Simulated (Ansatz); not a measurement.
# Cobalt, hcp under LDA: how the plane-wave cutoff moves the result, part 2 of 2

A convergence test of the plane-wave cutoff. The geometry was relaxed under LDA beforehand and stays fixed; 9 values are run, from 150 to 800 eV. Wanted are the values from which on the energy stays within 10 and 1 meV/atom, and the pressure within 0.5 GPa, of the last run. Within the series other settings stay, but some runs also write fields, which adds to their time. The moments start as that relaxation left them.

Ansatz 0.2.0; DFT LDA, plane waves with PAW, scalar-relativistic.

### 9 Cutoff 500 eV

The run at 500 eV.

The input, input.yaml:

```yaml
crystal:
  lattice:
    - [2.4273810165, 0.0, 0.0]
    - [-1.2136905082, 2.102173625, 0.0]
    - [0.0, 0.0, 3.9230481332]
  atoms:
    - { symbol: Co, position: [0.3333333333, 0.6666666667, 0.25], spin: 1.558 }
    - { symbol: Co, position: [0.6666666667, 0.3333333333, 0.75], spin: 1.558 }
hamiltonian:
  xc: lda
  pseudopotentials:
    kind: paw
    azcp:
      Co: "pseudopotentials/Co.paw.azcp"
basis:
  ecutwfc: 500
  fft_grid_basis: typed
kpoints:
  mp_grid: { grid: [15, 15, 8], shift: [0, 0, 0] }
magnetization:
  spin_polarized: true
scf:
  occupations: { method: fermi_dirac, width: 0.05 }
  lower_state_search: "off"
output:
  stress: true
```

The run is started by

```bash
$ ansatz run input.yaml --threads 2 --pin off --max-ram 5120MiB --backend cpu --events-out ev --progress --plain --runs-dir out
```

Log (excerpt; [...] marks lines left out):

```text
Warning: <dir> the record states the generating functional pbe (its physics header spells it `PBE`), which answers neither for hamiltonian.xc's functional nor for the lda family's — results may be inconsistent (PPs are generated against a specific XC)
Warning: RAYON_NUM_THREADS=2 ignored (pool sized by the plan → 2); use --threads N
[...]
Pseudopotentials: kind: paw
Pseudopotential: Co, paw, valence charge 17, recommended cutoff 420 eV (normal), <dir>
Functional definition: SPW92
[...]
Crystal: 2 atoms, lattice volume = 20.018 Å³
Basis set: ecut = 500 eV, 537 PW (Γ)
Bands: 23, of which v1, the nominal top of the filled ones, is band 17 counted from 1 (16 counted from 0)
Symmetry: 24 space group operations
Space group: P63/mmc (ITA 194), of the structure as read, at distance tolerance 2.7e-5 Å
Magnetic group: BNS 194.263 (UNI 1493), of the structure as read, at distance tolerance 2.7e-5 Å
k-points: 135 of 1800
[...]
Starting moments: Σ|m| = 3.116 μB on 2 of 2 sites
[...]
spin-set hold released at iteration 6 (site moments contracting): the magnetisation degrees of freedom join the quasi-Newton model from the next iteration; the mixer history was flushed
[...]
SCF iter  13: F=-10125.543821 eV  HF=-10125.543821 eV  |F-HF|=4.38e-10  |Δ(HF+E_count)|=   1.86e-9  Δρ=1.56e-6 (↑1.56e-6 ↓1.24e-6)  dr2=8.30e-10  dr2_m=7.60e-11  M=3.042 μB ∫|m|=3.230 μB  ethr=9.27e-11  ⟨swp⟩=2.4  Hψ=18885  notcnv=0
[...]
SCF converged after 13 iterations
Magnetization: 3.0418 μB (18.5209 up, 15.4791 down)
Absolute magnetization: 3.2312 μB (∫|ρ↑−ρ↓|, with the PAW one-centre terms)
Spin contamination: 0.0306 ħ² per cell (⟨S²⟩ above its minimum at these occupations)
Per-site moments (μB) at R_I (Å): [(1.564692026260718, 0.9944275849165145), (1.564692026260718, 0.9944275849165145)]
Free energy (F): -10125.543821 eV
[...]
E sigma→0 (E₀):  -10125.536881 eV
Entropy (-TS):   -0.013880 eV (-6.940 meV/atom)
Fermi energy:    20.103126 eV
[...]
--- Stress (GPa, compression-positive) ---
        0.497805       0.000000       0.000000
        0.000000       0.497805       0.000000
        0.000000       0.000000      -0.430516
  P = ⅓ Tr σ = 0.1884 GPa (1.884 kbar)
```

It took 6.6 s on 2 threads of Arm Neoverse V1, shared host; peak memory 0.36 GiB.

### 10 Cutoff 600 eV

The run at 600 eV.

input.yaml: that of step 9 with these lines changed.

```diff
@@ -15,3 +15,3 @@
 basis:
-  ecutwfc: 500
+  ecutwfc: 600
   fft_grid_basis: typed
@@ -26 +26,5 @@
   stress: true
+  write_density: true
+  write_potential: true
+  elf: true
+  volumetric_format: npy
```

The run is started by

```bash
$ ansatz run input.yaml --threads 2 --pin off --max-ram 5120MiB --backend cpu --events-out ev --progress --plain --runs-dir out
```

Log (excerpt; [...] marks lines left out):

```text
Warning: <dir> the record states the generating functional pbe (its physics header spells it `PBE`), which answers neither for hamiltonian.xc's functional nor for the lda family's — results may be inconsistent (PPs are generated against a specific XC)
Warning: RAYON_NUM_THREADS=2 ignored (pool sized by the plan → 2); use --threads N
[...]
[... 3 set-up lines as earlier in the session ...]
[...]
Crystal: 2 atoms, lattice volume = 20.018 Å³
Basis set: ecut = 600 eV, 687 PW (Γ)
Bands: 23, of which v1, the nominal top of the filled ones, is band 17 counted from 1 (16 counted from 0)
[... 2 set-up lines as earlier in the session ...]
Magnetic group: BNS 194.263 (UNI 1493), of the structure as read, at distance tolerance 2.7e-5 Å
k-points: 135 of 1800
[...]
Starting moments: Σ|m| = 3.116 μB on 2 of 2 sites
[...]
spin-set hold released at iteration 6 (site moments contracting): the magnetisation degrees of freedom join the quasi-Newton model from the next iteration; the mixer history was flushed
[...]
SCF iter  12: F=-10125.545253 eV  HF=-10125.545253 eV  |F-HF|=4.43e-9  |Δ(HF+E_count)|=   1.85e-7  Δρ=6.30e-6 (↑2.28e-6 ↓6.30e-6)  dr2=6.31e-9  dr2_m=1.99e-9  M=3.042 μB ∫|m|=3.231 μB  ethr=2.94e-10  ⟨swp⟩=7.1  Hψ=38345  notcnv=0
[...]
SCF converged after 12 iterations
Magnetization: 3.0420 μB (18.5210 up, 15.4790 down)
Absolute magnetization: 3.2322 μB (∫|ρ↑−ρ↓|, with the PAW one-centre terms)
Spin contamination: 0.0306 ħ² per cell (⟨S²⟩ above its minimum at these occupations)
Per-site moments (μB) at R_I (Å): [(1.5648596835741209, 0.9944275849165145), (1.5648596835741213, 0.9944275849165145)]
Free energy (F): -10125.545253 eV
[...]
E sigma→0 (E₀):  -10125.538315 eV
Entropy (-TS):   -0.013876 eV (-6.938 meV/atom)
Fermi energy:    20.103370 eV
[...]
--- Stress (GPa, compression-positive) ---
        0.482593       0.000000       0.000000
        0.000000       0.482593       0.000000
        0.000000       0.000000      -0.445382
  P = ⅓ Tr σ = 0.1733 GPa (1.733 kbar)
--- Band table (eV; the first three rows and the last of 270) ---
[... band rows left out ...]
[...]
```

It took 9.6 s on 2 threads of Arm Neoverse V1, shared host; peak memory 0.4 GiB.

### 11 Cutoff 800 eV

The run at 800 eV.

input.yaml: that of step 10 with these lines changed.

```diff
@@ -15,3 +15,3 @@
 basis:
-  ecutwfc: 600
+  ecutwfc: 800
   fft_grid_basis: typed
@@ -26,5 +26 @@
   stress: true
-  write_density: true
-  write_potential: true
-  elf: true
-  volumetric_format: npy
```

The run is started by

```bash
$ ansatz run input.yaml --threads 2 --pin off --max-ram 5120MiB --backend cpu --events-out ev --progress --plain --runs-dir out
```

Log (excerpt; [...] marks lines left out):

```text
Warning: <dir> the record states the generating functional pbe (its physics header spells it `PBE`), which answers neither for hamiltonian.xc's functional nor for the lda family's — results may be inconsistent (PPs are generated against a specific XC)
Warning: RAYON_NUM_THREADS=2 ignored (pool sized by the plan → 2); use --threads N
[...]
[... 3 set-up lines as earlier in the session ...]
[...]
Crystal: 2 atoms, lattice volume = 20.018 Å³
Basis set: ecut = 800 eV, 1039 PW (Γ)
Bands: 23, of which v1, the nominal top of the filled ones, is band 17 counted from 1 (16 counted from 0)
[... 2 set-up lines as earlier in the session ...]
Magnetic group: BNS 194.263 (UNI 1493), of the structure as read, at distance tolerance 2.7e-5 Å
k-points: 135 of 1800
[...]
Starting moments: Σ|m| = 3.116 μB on 2 of 2 sites
[...]
spin-set hold released at iteration 6 (site moments contracting): the magnetisation degrees of freedom join the quasi-Newton model from the next iteration; the mixer history was flushed
[...]
SCF iter  12: F=-10125.547692 eV  HF=-10125.547692 eV  |F-HF|=3.57e-9  |Δ(HF+E_count)|=   1.77e-7  Δρ=5.54e-6 (↑2.06e-6 ↓5.54e-6)  dr2=5.13e-9  dr2_m=1.44e-9  M=3.042 μB ∫|m|=3.231 μB  ethr=2.94e-10  ⟨swp⟩=3.1  Hψ=22951  notcnv=0
[...]
SCF converged after 12 iterations
Magnetization: 3.0420 μB (18.5210 up, 15.4790 down)
Absolute magnetization: 3.2319 μB (∫|ρ↑−ρ↓|, with the PAW one-centre terms)
Spin contamination: 0.0306 ħ² per cell (⟨S²⟩ above its minimum at these occupations)
Per-site moments (μB) at R_I (Å): [(1.5648736130515228, 0.9944275849165145), (1.5648736130515237, 0.9944275849165145)]
Free energy (F): -10125.547692 eV
[...]
E sigma→0 (E₀):  -10125.540755 eV
Entropy (-TS):   -0.013875 eV (-6.937 meV/atom)
Fermi energy:    20.103883 eV
[...]
--- Stress (GPa, compression-positive) ---
        0.471075       0.000000       0.000000
        0.000000       0.471075       0.000000
        0.000000       0.000000      -0.457033
  P = ⅓ Tr σ = 0.1617 GPa (1.617 kbar)
```

Run time: 11 s. Hardware: 2 threads of Arm Neoverse V1, shared host; peak memory 0.45 GiB.

### 12 The series

Differences are taken from the run at 800 eV.

| cutoff (eV) | plane waves at Γ | E(σ → 0) (meV/atom) | P (GPa) | largest moment (μB) | SCF cycles | CPU time |
| --- | --- | --- | --- | --- | --- | --- |
| 150 | 97 | 105624.78 | 379.91 | 0.000 | 14 | 5.6 s |
| 200 | 135 | 21547.25 | -100.99 | 1.508 | 12 | 5 s |
| 250 | 185 | 4436.82 | 3.49 | 1.588 | 11 | 5.3 s |
| 300 | 245 | 637.47 | 6.48 | 1.550 | 12 | 8.1 s |
| 350 | 311 | 59.75 | 0.16 | 1.562 | 11 | 10 s |
| 420 | 391 | 3.69 | 0.18 | 1.564 | 12 | 10 s |
| 500 | 537 | 1.94 | 0.19 | 1.565 | 13 | 13 s |
| 600 | 687 | 1.22 | 0.17 | 1.565 | 12 | 18 s |
| 800 | 1039 | 0.00 | 0.16 | 1.565 | 12 | 20 s |

### 13 What came out

This closing draws on all 2 parts.

| quantity | value |
| --- | --- |
| E(σ → 0) stays within 10 meV/atom of 800 eV | from 420 eV on |
| E(σ → 0) stays within 1 meV/atom | not reached before 800 eV |
| pressure stays within 0.5 GPa | from 350 eV on |
| pressure at 800 eV | 0.16 GPa |
| CPU time, dearest over cheapest | 4.1 |
| run at the usual settings (mesh 24×24×13 against the series' 15×15×8, 420 eV) | +2.7 meV/atom from 800 eV, 0.05 GPa |

**Reading.** At 150 eV the energy differs by +105625 meV/atom and the pressure by +379.7 GPa. The energy falls at each step up in cutoff, as the variational principle asks. The total energy has not settled to 1 meV/atom before the last cutoff. The largest moment goes from 1.56 μB at 800 eV to 0.00 μB at 150 eV. The cell taken over is 10 % smaller than the measured one (11.07 Å³/atom, COD), which weighs on all values here.
